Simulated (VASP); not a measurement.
# I (I4/mmm) in VASP: a series of runs, part 2 of 2

VASP 6.6.1.

**4. Single point, PBE**

INCAR

```
SYSTEM = I
PREC     = Accurate       ! precision mode
ENCUT    = 450            ! plane-wave cutoff, eV
EDIFF    = 1E-6           ! SCF threshold, eV
ISMEAR   = 0              ! smearing method
SIGMA    = 0.02           ! smearing width, eV
LREAL    = .FALSE.        ! projectors in reciprocal space
LASPH    = .TRUE.         ! aspherical terms in the spheres
NELM     = 80             ! most SCF steps
ALGO     = Fast           ! electronic algorithm
ISIF     = 2              ! what is computed and relaxed
LWAVE    = .FALSE.        ! write WAVECAR
LCHARG   = .TRUE.         ! write CHGCAR
GGA      = PE             ! functional
LELF     = .TRUE.         ! ELF
LVHAR    = .TRUE.
```

KPOINTS

```
regular mesh
0
G
  5 5 5
  0 0 0
```

POSCAR

```
I
1.0
   -1.6174560000      1.6174560000      4.2648080000
    1.6174560000     -1.6174560000      4.2648080000
    1.6174560000      1.6174560000     -4.2648080000
I
1
Direct
    0.0000000000      0.0000000000      0.0000000000
```

Potentials or basis: VASP PAW PBE potentials, release 64 (I_GW).

On the command line:

```sh
> cat potpaw_PBE.64/I_GW/POTCAR > POTCAR
> mpirun -np 1 vasp_std > vasp.out
```

OUTCAR:

```text
SYSTEM = I
   PREC = Accurate
   ENCUT = 450
   EDIFF = 1E-6
   ISMEAR = 0
   LREAL = .FALSE.
   LASPH = .TRUE.
   NELM = 80
   ISIF = 2
   GGA = PE

 ion  position               nearest neighbor table
   1  0.000  0.000  0.000-

  LATTYP: Found a body centered tetragonal cell.
 ALAT       =     3.2349120000
 C/A-ratio  =     2.6367381864

  Lattice vectors:

 A1 = (  -1.6174560000,   1.6174560000,   4.2648080000)
 A2 = (   1.6174560000,  -1.6174560000,   4.2648080000)
 A3 = (   1.6174560000,   1.6174560000,  -4.2648080000)

Analysis of symmetry for initial positions (statically):
=====================================================================
 Subroutine PRICEL returns:
 Original cell was already a primitive cell.

 Routine SETGRP: Setting up the symmetry group for a
 body centered tetragonal supercell.

 Subroutine GETGRP returns: Found 16 space group operations
 (whereof 16 operations were pure point group operations)
 out of a pool of 16 trial point group operations.

The static configuration has the point symmetry D_4h.

Analysis of symmetry for dynamics (positions and initial velocities):
=====================================================================
 Subroutine PRICEL returns:
 Original cell was already a primitive cell.

 Routine SETGRP: Setting up the symmetry group for a
 body centered tetragonal supercell.

 Subroutine GETGRP returns: Found 16 space group operations
 (whereof 16 operations were pure point group operations)
 out of a pool of 16 trial point group operations.

The dynamic configuration has the point symmetry D_4h.

[... 102 lines left out ...]
   EMIN   =  10.00;   EMAX   =-10.00  energy-range for DOS
   EFERMI =   0.00;   METHOD = LEGACY
   ISMEAR =     0;   SIGMA  =   0.02  broadening in eV -4-tet -1-fermi 0-gaus
   EFERMI_NEDOS =   21; number of points for ismear=-14 and -15
   IALGO  =     68    algorithm
   IMIX   =      4    mixing-type and parameters
     AMIX     =   0.40;   BMIX     =  1.00
     AMIX_MAG =   1.60;   BMIX_MAG =  1.00
  volume/ion in A,a.u.               =      44.63       301.18
  Fermi-wavevector in a.u.,A,eV,Ry     =   0.882875  1.668392 10.605317  0.779469
  Thomas-Fermi vector in A             =   2.003566
   LORBIT       =      0    0 simple, 1 ext, 2 COOP (PROOUT), +10 PAW based schemes
   GGA     = PE    functional components
   LHFCALC =     F    Hartree Fock is set to
   AEXX    =    0.0000 exact exchange contribution
   IVDW    =     0    specifies the selected vdW correction
   LEPSILON=     F    determine dielectric tensor
   LRPA    =     F    only Hartree local field effects (RPA)
 non-spin polarized calculation
 RMM-DIIS sequential band-by-band and
 Gauss-broadening in eV      SIGMA  =   0.02
  energy-cutoff  :      450.00
  volume of cell :       44.63
 maximum number of plane-waves:       987
 NGX is ok and might be reduce to    36
   NGX = 17   NGY = 17   NGZ = 17

 number of electron       6.9999999 magnetization

 Free energy of the ion-electron system (eV)
  ---------------------------------------------------
  ext. energy  EPLUGINS =         0.00000000
  ---------------------------------------------------
  free energy    TOTEN  =        -1.40916164 eV

  energy without entropy =       -1.40716756  energy(sigma->0) =       -1.40816460

 E-fermi :   1.8727     XC(G=0):  -7.7701

 val. band max:        1.8492747204   @ k =   0.4000   0.2000   0.0000
 cond. band min:       1.8731315204   @ k =  -0.4000   0.2000   0.0000
 fundamental gap:      0.0238568000
 Fermi energy:         1.8727239508

 k-point     1 :       0.0000    0.0000    0.0000
  band No.  band energies     occupation
      1     -11.0752      2.00000
      2       0.3271      2.00000
      3       3.5127      0.00000
      4       3.5127      0.00000
      5       6.8395      0.00000
      6      10.1412      0.00000
      7      10.6868      0.00000
[... 161 lines left out ...]
 k-point    18 :      -0.4000   -0.4000    0.4000
  band No.  band energies     occupation
      1     -10.9646      2.00000
      2      -0.9542      2.00000
      3       3.4161      0.00000
      4       3.4161      0.00000
      5       9.8519      0.00000
      6      10.1630      0.00000
      7      11.0281      0.00000

------------------------ aborting loop because EDIFF is reached ----------------------------------------

  FORCE on cell =-STRESS in cart. coord.  units (eV):
  Direction    XX          YY          ZZ          XY          YZ          ZX
  --------------------------------------------------------------------------------------
  -------------------------------------------------------------------------------------
  Total        0.0187551      0.0187551      0.0225079      0.0000000     -0.0000000      0.0000000
  in kB        0.6732943      0.6732943      0.8080173      0.0000000     -0.0000000      0.0000000
  external PRESSURE =       0.7182019 kB  Pullay stress =       0.0000000 kB

 VOLUME and BASIS-vectors are now :
 -----------------------------------------------------------------------------
  energy-cutoff  :      450.00
  volume of cell :       44.63
      direct lattice vectors                 reciprocal lattice vectors
    -1.617456000  1.617456000  4.264808000     0.000000000  0.309127420  0.117238572
     1.617456000 -1.617456000  4.264808000     0.309127420  0.000000000  0.117238572
     1.617456000  1.617456000 -4.264808000     0.309127420  0.309127420  0.000000000

 POSITION                                       TOTAL-FORCE (eV/Angst)
 -----------------------------------------------------------------------------------
      0.00000      0.00000      0.00000         0.000000      0.000000      0.000000
 -----------------------------------------------------------------------------------
    total drift:                                0.000000      0.000000     -0.000000

  FREE ENERGIE OF THE ION-ELECTRON SYSTEM (eV)
  ---------------------------------------------------
  free  energy   TOTEN  =        -1.4091616374 eV

  energy  without entropy=       -1.4071675557  energy(sigma->0) =       -1.40816460
```

OSZICAR:

```text
N       E                     dE             d eps       ncg     rms          rms(c)
DAV:   1     0.223017967663E+02    0.22302E+02   -0.21837E+03   259   0.612E+02
DAV:   2    -0.565872954013E+00   -0.22868E+02   -0.21949E+02   371   0.911E+01
DAV:   3    -0.141593744336E+01   -0.85006E+00   -0.84987E+00   287   0.217E+01
DAV:   4    -0.143525011135E+01   -0.19313E-01   -0.19312E-01   364   0.414E+00
DAV:   5    -0.143549075590E+01   -0.24064E-03   -0.24064E-03   364   0.334E-01    0.893E-01
RMM:   6    -0.141412439758E+01    0.21366E-01   -0.14969E-02   256   0.820E-01    0.516E-01
RMM:   7    -0.141346263415E+01    0.66176E-03   -0.38954E-02   302   0.140E+00    0.472E-01
RMM:   8    -0.141816698825E+01   -0.47044E-02   -0.63425E-03   296   0.732E-01    0.666E-01
RMM:   9    -0.141604836563E+01    0.21186E-02   -0.51201E-04   287   0.279E-01    0.601E-01
RMM:  10    -0.140944904563E+01    0.65993E-02   -0.52177E-03   411   0.448E-01    0.118E-01
RMM:  11    -0.140930923994E+01    0.13981E-03   -0.14019E-04   313   0.120E-01    0.898E-02
RMM:  12    -0.140919052091E+01    0.11872E-03   -0.13551E-04   268   0.101E-01    0.412E-02
RMM:  13    -0.140916763566E+01    0.22885E-04   -0.54495E-05   274   0.699E-02    0.151E-02
RMM:  14    -0.140916519846E+01    0.24372E-05   -0.71898E-06   297   0.292E-02    0.115E-02
RMM:  15    -0.140916204155E+01    0.31569E-05   -0.49332E-06   264   0.193E-02    0.558E-03
RMM:  16    -0.140916163740E+01    0.40415E-06   -0.14833E-06   176   0.118E-02
   1 F= -.14091616E+01 E0= -.14081646E+01  d E =-.199408E-02
```

Wall time 14 s (1 thread of AMD EPYC 7R43 (Zen 3), shared host); peak memory 0.15 GiB.

Results:

```yaml
Free_energy: -1.4092 eV
Pressure: 0.1 GPa
Band_gap_on_the_k_mesh: none (metal or under the smearing width)
```

Levels at points of the mesh, in eV from the Fermi level:
```tsv
k point	band 1	band 2	band 3	band 4	band 5	band 6	band 7
(0.00, 0.00, 0.00)	-12.95	-1.55	1.64	1.64	4.97	8.27	8.81
```

Caveat: the k mesh is coarse (spacing up to 0.55 Å⁻¹), so the values aren't converged; an odd number of electrons without spin polarisation forces a metal; a magnetic or distorted state may lie lower. Spin-orbit coupling is left out, which matters for the levels of I.

**5. The reference run**

An earlier run on the cell as given: functional PBE; potentials or basis VASP PAW PBE potentials, release 64 (I); cutoff 520 eV; k mesh 11 × 11 × 11; occupations fermi-dirac, width 0.05 eV; no spin polarisation.

* Pressure: 0.1 GPa
* Band gap on the k mesh: none (metal or under the smearing width)

**6. Summary**

| level | potentials or basis | k mesh | cutoff (eV) | smearing | mesh quality | gap on the mesh (eV) | pressure (GPa) |
| --- | --- | --- | --- | --- | --- | --- | --- |
| RPBE | VASP PAW PBE potentials, release 64 (I) | 11 × 11 × 11 | 500 | gaussian 0.05 eV | not flagged | none | 1.3 |
| PBE | VASP PAW PBE potentials, release 64 (I_GW) | 5 × 5 × 5 | 450 | gaussian 0.02 eV | coarse | none | 0.1 |
| PBE | VASP PAW PBE potentials, release 64 (I) | 11 × 11 × 11 | 520 | fermi-dirac 0.05 eV | not flagged | none | 0.1 |

Alike in all rows: task single point; no spin polarisation; cell as given.

Caveats: some runs use coarse meshes; an odd number of electrons without spin polarisation forces a metal; a magnetic or distorted state may lie lower; the PAW data sets were made with another functional, which shifts forces and pressure a little (some runs).

Total energies depend on the potentials used, so only differences within one code and one set of settings carry meaning.
